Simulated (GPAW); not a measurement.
# AlN (F-43m) in GPAW: further runs

The runs below take AlN through equation of state, single point, G0W0 quasiparticle levels, with r2SCAN, TB-mBJ, PBE.

All numbers are computed with GPAW 26.7.0; they aren't measurements. Logs are shortened: lines on timing, memory, paths and dates and some standing lists are left out, and cuts for length are marked. The log counts tension as positive stress, the text compression.

### Step 1. Starting point

The structure is cubic, space group F-43m (No. 216). The conventional cell has a = 4.368 Å, b = 4.368 Å, c = 4.368 Å, α = 90.00°, β = 90.00°, γ = 90.00°. Al (site symmetry -43m) has 4 N at 1.89 Å as nearest neighbours. N (site symmetry -43m) has 4 Al at 1.89 Å as nearest neighbours.

Measurements of this composition are mostly on another form, of space group No. 186.

### Step 2. Equation of state, r2SCAN

Input file run.py:

```python
from ase import Atoms
from ase.eos import EquationOfState
from ase.io import Trajectory
from ase.units import GPa
from gpaw import GPAW, PW

atoms = Atoms(['Al', 'N'],
              cell=[[0.0, 2.1839935596, 2.1839935596],
                    [2.1839935596, 0.0, 2.1839935596],
                    [2.1839935596, 2.1839935596, 0.0]],
              scaled_positions=[[0.0, 0.0, 0.0],
                                [0.25, 0.25, 0.25]],
              pbc=True)

traj = Trajectory('eos.traj', 'w')
volumes, energies = [], []
for x in [0.94, 0.96, 0.98, 1.0, 1.02, 1.04, 1.06]:
    a = atoms.copy()
    a.set_cell(atoms.cell * x**(1 / 3), scale_atoms=True)
    calc = GPAW(mode=PW(800),
                xc='MGGA_X_R2SCAN+MGGA_C_R2SCAN',
                kpts={'size': (10, 10, 10), 'gamma': True},
                occupations={'name': 'fermi-dirac', 'width': 0.05},
                nbands=11,
                convergence={'density': 1e-05, 'energy': 1e-05},
                maxiter=150,
                txt=f'eos-{x:.2f}.txt')
    a.calc = calc
    energies.append(a.get_potential_energy(force_consistent=True))
    volumes.append(a.get_volume())
    p = -a.get_stress()[:3].mean() / GPa
    calc.write(f'eos-{x:.2f}.gpw')
    traj.write(a)
    print(f'{x:.2f} {volumes[-1]:10.4f} A^3 {energies[-1]:14.6f} eV {p:9.3f} GPa', flush=True)

v0, e0, B = EquationOfState(volumes, energies, eos='birchmurnaghan').fit()
print(f'V0 = {v0:.4f} A^3, E0 = {e0:.6f} eV, B0 = {B / GPa:.2f} GPa')
```

Potentials or basis: GPAW PAW data sets (gpaw-data 1.2.1), pw.

Launch:

```bash
OMP_NUM_THREADS=1 python run.py
```

Log:

```text
__  _  _
 | _ |_)|_||  |
 |__||  | ||/\| - 26.7.0

Input parameters:
  mode=PW(ecut=800.0),
  convergence={'density': 1e-05, 'energy': 1e-05},
  kpts=MonkhorstPack(size=(10, 10, 10), gamma=True),
  maxiter=150,
  nbands=11,
  occupations=Occupations(name='fermi-dirac', width=0.05),
  xc=XC(name='MGGA_X_R2SCAN+MGGA_C_R2SCAN')

Diagonalizing LCAO Hamiltonian
Converting LCAO to pw mode

          N
       Al

Atoms  # Å, Bohr magnetons
|   | symbol |        x |        y |        z |    initial magnetic moments |
|---|--------|----------|----------|----------|-----------------------------|
| 0 |     Al | 0.000000 | 0.000000 | 0.000000 | ( 0.0000,  0.0000,  0.0000) |
| 1 |      N | 1.069705 | 1.069705 | 1.069705 | ( 0.0000,  0.0000,  0.0000) |

Unit cell  # Å
| periodic |        x |        y |        z |  lengths |    angles |
|----------|----------|----------|----------|----------|-----------|
|      yes | 0.000000 | 2.139410 | 2.139410 | 3.025582 | 60.000000 |
|      yes | 2.139410 | 0.000000 | 2.139410 | 3.025582 | 60.000000 |
|      yes | 2.139410 | 2.139410 | 0.000000 | 3.025582 | 60.000000 |

Number of symmetries: 24
Symmetry operations  # r_c * U_cc + t_c -> r_c
|    | kind |            matrix            |
|----|------|------------------------------|
|  0 |  E   |  1, 0, 0,  0, 1, 0,  0, 0, 1 |
|  1 |  σ   |  1, 0, 0,  0, 0, 1,  0, 1, 0 |
|  2 |  σ   |  1, 0,-1,  0, 1,-1,  0, 0,-1 |
|  3 |  C3  |  1, 0,-1,  0, 0,-1,  0, 1,-1 |
|  4 |  C3  |  1,-1, 0,  0,-1, 1,  0,-1, 0 |
|  5 |  σ   |  1,-1, 0,  0,-1, 0,  0,-1, 1 |
|  6 |  σ   |  0, 1, 0,  1, 0, 0,  0, 0, 1 |
|  7 |  C3  |  0, 1, 0,  0, 0, 1,  1, 0, 0 |
|  8 |  C2  |  0, 1,-1,  1, 0,-1,  0, 0,-1 |
|  9 |  S4  |  0, 1,-1,  0, 0,-1,  1, 0,-1 |
| 10 |  C3  |  0, 0, 1,  1, 0, 0,  0, 1, 0 |
| 11 |  σ   |  0, 0, 1,  0, 1, 0,  1, 0, 0 |
| 12 |  S4  |  0, 0,-1,  1, 0,-1,  0, 1,-1 |
| 13 |  C3  |  0, 0,-1,  0, 1,-1,  1, 0,-1 |
| 14 |  S4  |  0,-1, 1,  1,-1, 0,  0,-1, 0 |
| 15 |  C2  |  0,-1, 1,  0,-1, 0,  1,-1, 0 |
| 16 |  C3  |  0,-1, 0,  1,-1, 0,  0,-1, 1 |
| 17 |  S4  |  0,-1, 0,  0,-1, 1,  1,-1, 0 |
| 18 |  S4  | -1, 1, 0, -1, 0, 1, -1, 0, 0 |
| 19 |  C3  | -1, 1, 0, -1, 0, 0, -1, 0, 1 |
| 20 |  C3  | -1, 0, 1, -1, 1, 0, -1, 0, 0 |
| 21 |  S4  | -1, 0, 1, -1, 0, 0, -1, 1, 0 |
| 22 |  σ   | -1, 0, 0, -1, 1, 0, -1, 0, 1 |
| 23 |  C2  | -1, 0, 0, -1, 0, 1, -1, 1, 0 |

BZ-sampling:
  Number of BZ points: 1000
  Number of IBZ points: 47

  Monkhorst-Pack size: [10, 10, 10]
  Monkhorst-Pack shift: [0.05, 0.05, 0.05]

K-points  # in reciprocal-cell coordinates
|     |                                coordinates |     weight |
|-----|--------------------------------------------|------------|
|   0 | (  0.00000000,   0.00000000,   0.00000000) | 0.00100000 |
|   1 | (  0.10000000,   0.10000000,   0.00000000) | 0.00600000 |
|   2 | (  0.10000000,   0.10000000,   0.10000000) | 0.00800000 |
|   3 | (  0.20000000,   0.10000000,   0.10000000) | 0.01200000 |
|   4 | (  0.20000000,   0.20000000,   0.00000000) | 0.00600000 |
|   5 | (  0.20000000,   0.20000000,   0.10000000) | 0.02400000 |
|   6 | (  0.20000000,   0.20000000,   0.20000000) | 0.00800000 |
|   7 | (  0.30000000,   0.20000000,   0.10000000) | 0.02400000 |
|   8 | (  0.30000000,   0.20000000,   0.20000000) | 0.02400000 |
|   9 | (  0.30000000,   0.30000000,   0.00000000) | 0.00600000 |
| ... |                                            |            |
|  46 | (  0.50000000,   0.50000000,   0.50000000) | 0.00400000 |

Plane wave coefficients: 1020
Cutoff: 800.0 eV

Spin-components: 1 (collinear spins)
Bands:           11
Projectors:      10
Spin-degeneracy: 2
Datatype:        complex128

Parallelization:
  kpt:    1
  domain: 1
  band:   1

Density:
  Valence electrons: 8.0
  Components: 1
  Grid points: [20 20 20]
  Charge: 0.0  # |e|

Potential:
  Grid points: [20 20 20]

species:
  Al:
    name:    Aluminium
    Z:       13.0
    valence: 3
    core:    10
    charge:  0.0  # [|e|]
    compensation charges:
      type: gauss
      rc: 0.34  # [Å]
      lmax: 2
    cutoffs:
      filter: 1.91  # [Å]
      core: 2.36  # [Å]
    projectors
    | kind |    occ | energy [eV] | rcut [Å] |
    |------|--------|-------------|----------|
    |   3s |  2.000 |      -7.753 |    1.085 |
    |   3p |  1.000 |      -2.712 |    1.085 |
    |    s |        |      19.459 |    1.085 |
    |    p |        |      24.499 |    1.085 |
    |    d |        |       0.000 |    1.085 |

    Using partial waves for Al as LCAO basis

  N:
    name:    Nitrogen
    Z:       7.0
    valence: 5
    core:    2
    charge:  0.0  # [|e|]
    compensation charges:
      type: gauss
      rc: 0.18  # [Å]
      lmax: 2
    cutoffs:
      filter: 1.11  # [Å]
      core: 0.96  # [Å]
    projectors
    | kind |    occ | energy [eV] | rcut [Å] |
    |------|--------|-------------|----------|
    |   2s |  2.000 |     -18.583 |    0.603 |
    |   2p |  3.000 |      -7.089 |    0.529 |
    |    s |        |       8.629 |    0.603 |
    |    p |        |      20.123 |    0.529 |
    |    d |        |       0.000 |    0.577 |

    Using partial waves for N as LCAO basis

Reference energy: -8085.144769  # eV

eigensolver:
  PPCG
  Converge bands: occupied
  niter=2

density mixing:
  MSR1-Mixer
  Pratt-step length: 0.05
  Maximum mixing coefficient: 0.75
  Old densities: 10
  SVD Regularization: 0.005
  Good broyden scale: 1.0
  Trust region scale: 1.0
  Backstep threshold: 4.0
  History deletion threshold: 6.0
  Fourier metric: weight=20.0, sigma=0.015

occupation numbers:
  Fermi-Dirac:
    width: 0.0500  # eV

poisson solver:
  ecut: 6400.0  # eV

xc functional:
  name: MGGA_X_R2SCAN+MGGA_C_R2SCAN with 2 nearest neighbor stencil

convergence criteria:
- Maximum integral of absolute [dens]ity change: 1e-05 electrons / valence electron
- Maximum [total energy] change in last 3 cyles: 1e-05 eV / valence electron
- Maximum integral of absolute [eigenst]ate change: 4e-08 eV^2 / valence electron
maximum number of iterations: 150

SCF iterations
|iter     | |      energy | eigst |  dens |
|---------|-|-------------|-------|-------|
|iter:   1| |  -23.069457 | -0.22 |       |
|iter:   2| |  -20.270255 | -1.45 | -0.56 |
|iter:   3| |  -18.871596 | -0.73 | -0.60 |
|iter:   4| |  -18.963387 | -2.67 | -1.23 |
|iter:   5| |  -18.972378 | -2.86 | -1.52 |
|iter:   6| |  -18.972266 | -4.66 | -2.59 |
|iter:   7| |  -18.972276 | -5.99 | -3.19 |
|iter:   8| |  -18.972276c| -7.59c| -4.01 |
|iter:   9| |  -18.972276c| -7.83c| -4.98 |
|iter:  10| |  -18.972276c| -9.19c| -5.79c|

Converged in 10 steps
Energy contributions relative to reference atoms: (reference = -8085.144769)

Energy contributions:
  Kinetic:          21.233590
  Coulomb:         -17.231099
  Zero:              0.041182
  External:          0.000000
  Xc:              -23.015949
  Entropy:          -0.000000
  Spinorbit:         0.000000
  ----------------------------
  Free energy:     -18.972276
  Extrapolated:    -18.972276

dipole moment: (-8.414499, -8.414499, -8.414499)  # |e|*Ang

Fermi level: 7.296
Eigenvalues  # (at kpt = [0.000, 0.000, 0.000])
| band index |      eig [eV] | occ [0-2] |
|------------|---------------|-----------|
|          0 |        -9.809 |     2.000 |
|          1 |         6.310 |     2.000 |
|          2 |         6.310 |     2.000 |
|          3 |         6.310 |     2.000 |
|          4 |        11.852 |     0.000 |
|          5 |        20.529 |     0.000 |
|          6 |        20.529 |     0.000 |
|          7 |        20.529 |     0.000 |
|          8 |        25.456 |     0.000 |
|          9 |        25.469 |     0.000 |
|         10 |        27.358 |     0.000 |

Gap: 4.038 eV
Transition (v -> c):
  (s=0, k=0, n=3, [0.00, 0.00, 0.00]) -> (s=0, k=41, n=4, [0.50, 0.50, 0.00])
Direct/indirect transitions are different
Direct gap: 5.542 eV
Transition at: (s=0, k=0, n=3, [0.00, 0.00, 0.00])

Stress tensor  # eV/Ang^3
|         x |         y |         z |
|-----------|-----------|-----------|
| -0.099995 |  0.000000 | -0.000000 |
|  0.000000 | -0.099995 |  0.000000 |
| -0.000000 |  0.000000 | -0.099995 |

# Writing to eos-0.94.gpw (mode='')
```

It took 3.5 min on 1 thread of Arm Neoverse V2, shared host; peak memory 0.45 GiB.

What came out:

```
Equilibrium volume : 10.49 Å³/atom (rough: see the caveat)
Bulk modulus       : 209 GPa (rough)
```

Energy against volume, from the lowest point:
```csv
volume (Å³/atom),energy (meV/atom)
9.792,34.14
10.001,16.16
10.209,5.00
10.417,0.00
10.626,0.71
10.834,6.47
11.042,16.80
```

Caveat: the points scatter about the fit; the PAW data sets were made with another functional, which shifts forces and pressure a little.

### Step 3. Single point, TB-mBJ

Input file run.py:

```python
from ase import Atoms
from ase.dft.bandgap import bandgap
from ase.io import write
from gpaw import GPAW, PW

atoms = Atoms(['Al', 'N'],
              cell=[[0.0, 2.1839935596, 2.1839935596],
                    [2.1839935596, 0.0, 2.1839935596],
                    [2.1839935596, 2.1839935596, 0.0]],
              scaled_positions=[[0.0, 0.0, 0.0],
                                [0.25, 0.25, 0.25]],
              pbc=True)

calc = GPAW(mode=PW(800),
            xc='TB09',
            kpts={'size': (10, 10, 10), 'gamma': True},
            occupations={'name': 'fermi-dirac', 'width': 0.05},
            nbands=11,
            convergence={'density': 1e-05, 'energy': 1e-05},
            eigensolver='cg',
            maxiter=150,
            txt='gpaw.txt')
atoms.calc = calc
energy = atoms.get_potential_energy()
calc.write('gs.gpw')
write('result.traj', atoms)
print('Fermi level:', round(calc.get_fermi_level(), 4), 'eV')
print(f'Gap: {bandgap(calc)[0]:.4f} eV, direct: {bandgap(calc, direct=True)[0]:.4f} eV')
```

Potentials or basis: GPAW PAW data sets for LDA (gpaw-data 1.2.1), pw.

Launch:

```bash
OMP_NUM_THREADS=1 python run.py
```

Run time: 45 s. Hardware: 1 thread of Arm Neoverse V2, shared host; peak memory 0.2 GiB.

Results (log left out):

* Band gap on the k mesh: 4.97 eV, indirect (least direct gap 5.72 eV)

Levels at points of the mesh, in eV from the valence-band top:
| k point | band 1 | band 2 | band 3 | band 4 | band 5 | band 6 | band 7 |
| --- | --- | --- | --- | --- | --- | --- | --- |
| (0.00, 0.00, 0.00) | -15.32 | 0.00 | 0.00 | 0.00 | 5.72 | 14.05 | 14.05 |
| (0.50, 0.50, 0.00) | -13.04 | -4.47 | -1.61 | -1.61 | 4.97 | 10.03 | 15.98 |
| (0.50, 0.50, 0.50) | -13.59 | -5.26 | -0.44 | -0.44 | 8.89 | 11.66 | 12.59 |

Caveat: a model potential gives levels but no total energy; the PAW data sets were made with another functional, which shifts forces and pressure a little. A k mesh can miss the band edges.

(Part 1 of 2 ends here.)
